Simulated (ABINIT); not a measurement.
The system is Al2O3.

```
CELL_PARAMETERS angstrom
3.01748 0.00000 0.00000
-1.50874 2.61322 0.00000
0.00000 0.00000 7.57464
ATOMIC_POSITIONS crystal
Al 0.00000 0.00000 0.72205
Al 0.00000 0.00000 0.27795
O 0.00000 0.00000 0.50000
O 0.66667 0.33333 0.80055
O 0.33333 0.66667 0.19945
```

Measurements of this composition are mostly on another form, of space group No. 167.

* Program: ABINIT 10.8.3 (patched build)
* Task: relaxation of cell and atoms
* Functional: LDA
* Potentials or basis: JTH PAW LDA v2.0
* Cutoff: 626 eV
* k mesh: 10 × 10 × 4
* Occupations: fermi-dirac, width 0.05 eV
* Spin: no spin polarisation

At the start: pressure -8.4 GPa; volume 11.95 Å³/atom.

Problem. How do energy, volume and symmetry change on relaxing?

Solution. Over 14 steps the energy falls by 17.1 meV/atom and the volume is 11.17 Å³/atom (-6.5 %); space group P-3m1 (No. 164, to 0.05 Å).

Step by step:
| step | energy change (eV) | largest force (eV/Å) | pressure (GPa) | volume (Å³) |
| --- | --- | --- | --- | --- |
| 1 | 0.0000 | 0.4680 | -8.43 | 59.73 |
| 2 | -0.0639 | 0.2274 | -4.11 | 58.20 |
| 3 | -0.0836 | 0.0614 | 0.21 | 56.78 |
| 4 | -0.0838 | 0.0521 | -0.03 | 56.83 |
| 5 | -0.0839 | 0.0425 | -0.09 | 56.83 |
| 6 | -0.0840 | 0.0259 | -0.11 | 56.80 |
| 7 | -0.0841 | 0.0100 | -0.07 | 56.76 |
| 8 | -0.0842 | 0.0333 | -0.01 | 56.72 |
| 9 | -0.0843 | 0.0662 | 0.07 | 56.64 |
| 10 | -0.0845 | 0.1011 | 0.16 | 56.49 |
| 11 | -0.0849 | 0.1307 | 0.27 | 56.20 |
| 12 | -0.0853 | 0.1078 | 0.24 | 55.97 |
| 13 | -0.0856 | 0.0370 | 0.10 | 55.83 |
| 14 | -0.0856 | 0.0054 | 0.01 | 55.86 |

Final structure:
```xyz
5
Lattice="2.9623 0.0000 0.0000 -1.4811 2.5654 0.0000 0.0000 0.0000 7.3510" Properties=species:S:1:pos:R:3 pbc="T T T"
Al    0.0000    0.0000    5.3344
Al    0.0000    0.0000    2.0166
O     0.0000    0.0000    3.6755
O     1.4811    0.8551    5.9161
O     0.0000    1.7103    1.4349
```

Caveat: the atomic spheres overlap.
